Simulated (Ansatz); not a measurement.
# BeSe (F-43m): how far a G0W0 gap depends on its settings

Aim: test how the G0W0 gap of BeSe in the zincblende structure moves with the number of bands, the screening cutoff and the other choices.

The runs shown are made with Ansatz 0.2.0. G0W0, plane waves. Spin-unpolarised throughout; all numbers are computed.

## (1) The cell

The cell was relaxed beforehand with r2SCAN.

It is cubic, F-43m (No. 216); conventional cell a = 5.162 Å, 17.19 Å³ an atom. Near Be stand 4 Se at 2.24 Å; near Se stand 4 Be at 2.24 Å.

As a file:

```cif
data_structure
_symmetry_space_group_name_H-M 'F-43m'
_symmetry_Int_Tables_number 216
_cell_length_a 5.1621
_cell_length_b 5.1621
_cell_length_c 5.1621
_cell_angle_alpha 90.000
_cell_angle_beta 90.000
_cell_angle_gamma 90.000
_cell_volume 137.55
loop_
_atom_site_label
_atom_site_type_symbol
_atom_site_symmetry_multiplicity
_atom_site_Wyckoff_symbol
_atom_site_fract_x
_atom_site_fract_y
_atom_site_fract_z
_atom_site_occupancy
Be1 Be 4 a 0.00000 0.00000 0.00000 1
Se1 Se 4 d 0.25000 0.25000 0.75000 1
```

## (2) 55 empty bands, 80 eV

File input.yaml:

```yaml
crystal:
  lattice:
    - [0.0, 2.5810353743, 2.5810353743]
    - [2.5810353743, 0.0, 2.5810353743]
    - [2.5810353743, 2.5810353743, 0.0]
  atoms:
    - { symbol: Be, position: [0.0, 0.0, 0.0] }
    - { symbol: Se, position: [0.25, 0.25, 0.25] }
kpoints:
  mp_grid: { grid: [4, 4, 4] }
hamiltonian:
  xc: pbe
scf:
  occupations: { method: fixed }
gw:
  n_empty_bands: 55
  ecut_chi: 80
  qp_bands: [v2, c2]
  qp_kpoints: band_edges
  screening: { model: contour_deformation }
```

On the command line:

```console
> ansatz run input.yaml --threads 2 --pin off --max-ram 3686MiB --backend cpu --events-out ev --progress --plain --runs-dir out
```

## (3) 129 empty bands, 140 eV

Changes to input.yaml since step 2:

```diff
@@ -15,4 +15,4 @@
 gw:
-  n_empty_bands: 55
-  ecut_chi: 80
+  n_empty_bands: 129
+  ecut_chi: 140
   qp_bands: [v2, c2]
```

## (4) 237 empty bands, 210 eV

Changes to input.yaml since step 3:

```diff
@@ -15,4 +15,4 @@
 gw:
-  n_empty_bands: 129
-  ecut_chi: 140
+  n_empty_bands: 237
+  ecut_chi: 210
   qp_bands: [v2, c2]
```

## (5) Starting from HSE06

Changes to input.yaml since step 4:

```diff
@@ -11,3 +11,3 @@
 hamiltonian:
-  xc: pbe
+  xc: hse06
 scf:
@@ -15,4 +15,4 @@
 gw:
-  n_empty_bands: 237
-  ecut_chi: 210
+  n_empty_bands: 129
+  ecut_chi: 140
   qp_bands: [v2, c2]
```

## (6) Starting from LDA

Changes to input.yaml since step 5:

```diff
@@ -11,3 +11,3 @@
 hamiltonian:
-  xc: hse06
+  xc: lda
 scf:
```

## (7) Starting from r2SCAN

Changes to input.yaml since step 6:

```diff
@@ -11,3 +11,3 @@
 hamiltonian:
-  xc: lda
+  xc: r2scan
 scf:
```

## (8) A plasmon pole in place of the full frequency dependence

Changes to input.yaml since step 7:

```diff
@@ -11,3 +11,3 @@
 hamiltonian:
-  xc: r2scan
+  xc: pbe
 scf:
@@ -19,2 +19,2 @@
   qp_kpoints: band_edges
-  screening: { model: contour_deformation }
+  screening: { model: godby_needs }
```

## (9) A finer mesh, 6×6×6

Changes to input.yaml since step 8:

```diff
@@ -9,3 +9,3 @@
 kpoints:
-  mp_grid: { grid: [4, 4, 4] }
+  mp_grid: { grid: [6, 6, 6] }
 hamiltonian:
@@ -15,6 +15,6 @@
 gw:
-  n_empty_bands: 129
-  ecut_chi: 140
+  n_empty_bands: 55
+  ecut_chi: 80
   qp_bands: [v2, c2]
   qp_kpoints: band_edges
-  screening: { model: godby_needs }
+  screening: { model: contour_deformation }
```

## (10) Norm-conserving pseudopotentials

Changes to input.yaml since step 9:

```diff
@@ -9,5 +9,6 @@
 kpoints:
-  mp_grid: { grid: [6, 6, 6] }
+  mp_grid: { grid: [4, 4, 4] }
 hamiltonian:
   xc: pbe
+  pseudopotentials: { kind: nc }
 scf:
@@ -15,4 +16,4 @@
 gw:
-  n_empty_bands: 55
-  ecut_chi: 80
+  n_empty_bands: 129
+  ecut_chi: 140
   qp_bands: [v2, c2]
```

What does the calculation give? Wanted: for each run, start; potentials; frequencies; empty bands; cutoff; Kohn-Sham gap; G0W0 gap.

The runs gave:

```
 start  potentials  frequencies  empty bands  cutoff (eV)   mesh  Kohn-Sham gap (eV)  G0W0 gap (eV)
   PBE         PAW         full           55           80  4×4×4                2.64           3.55
   PBE         PAW         full          129          140  4×4×4                2.64           3.76
   PBE         PAW         full          237          210  4×4×4                2.64           3.85
 HSE06         PAW         full          129          140  4×4×4                3.50           4.11
   LDA         PAW         full          129          140  4×4×4                2.48           3.67
r2SCAN         PAW         full          129          140  4×4×4                3.11           3.95
   PBE         PAW         pole          129          140  4×4×4                2.64           3.71
   PBE         PAW         full           55           80  6×6×6                2.65           3.60
   PBE          NC         full          129          140  4×4×4                2.65           3.73
```

Gaps are those on each run's own mesh.

With bands and cutoff raised together, from 55 bands at 80 eV to 237 at 210 eV, the gap moves by +0.29 eV, and on the last rung by +0.09 eV; extrapolated in 1/N from the last two rungs, the limit on this k mesh would lie near 4.0 eV. The starting point matters: against PBE, HSE06 gives +0.35 eV, LDA gives -0.09 eV, r2SCAN gives +0.19 eV. The plasmon pole changes the gap by -0.048 eV. Norm-conserving potentials change it by -0.028 eV. On the finer mesh the quasiparticle shift is +0.94 eV, against +0.91 eV on the coarse one.
